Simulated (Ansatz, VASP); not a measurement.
Bi: VASP beside Ansatz

```xyz
2
Lattice="3.4652 -3.1116 0.0000 3.4652 3.1116 0.0000 -1.2518 0.0000 3.0927" Properties=species:S:1:pos:R:3 pbc="T T T"
Bi    4.1457    0.0000    2.6516
Bi    1.5329    0.0000    0.4411
```

Change from the starting cell: volume scaled by 0.98.

Alike in both runs: task single point; functional PBE; k mesh 6 × 6 × 9; occupations fermi-dirac, width 0.05 eV; no spin polarisation.

|  | VASP | Ansatz |
| --- | --- | --- |
| version | VASP 6.6.1 | Ansatz 0.2.0 |
| potentials or method | VASP PAW PBE potentials, release 64 (Bi_d) | Ansatz PAW |
| plane-wave cutoff (eV) | 520 | 420 |
| valence electrons in the cell | 30 | 30 |

|  | VASP | Ansatz | Ansatz less VASP |
| --- | --- | --- | --- |
| gap on the k mesh at the Fermi level (eV) | none | none | - |
| pressure (GPa) | 1.0 | 1.1 | +0.07 |
| largest component of the traceless stress (GPa) | 0.74 | 0.73 | -0.001 |
| rms of the force components (eV/Å) | 0.009 | 0.010 | +0.0011 |

Atom by atom the forces differ by 0.001 eV/Å (rms over components). A gap of «none» marks a metal or a gap that the smearing closes.

Caveats: spin-orbit coupling is left out, which moves the levels of the heavy elements.
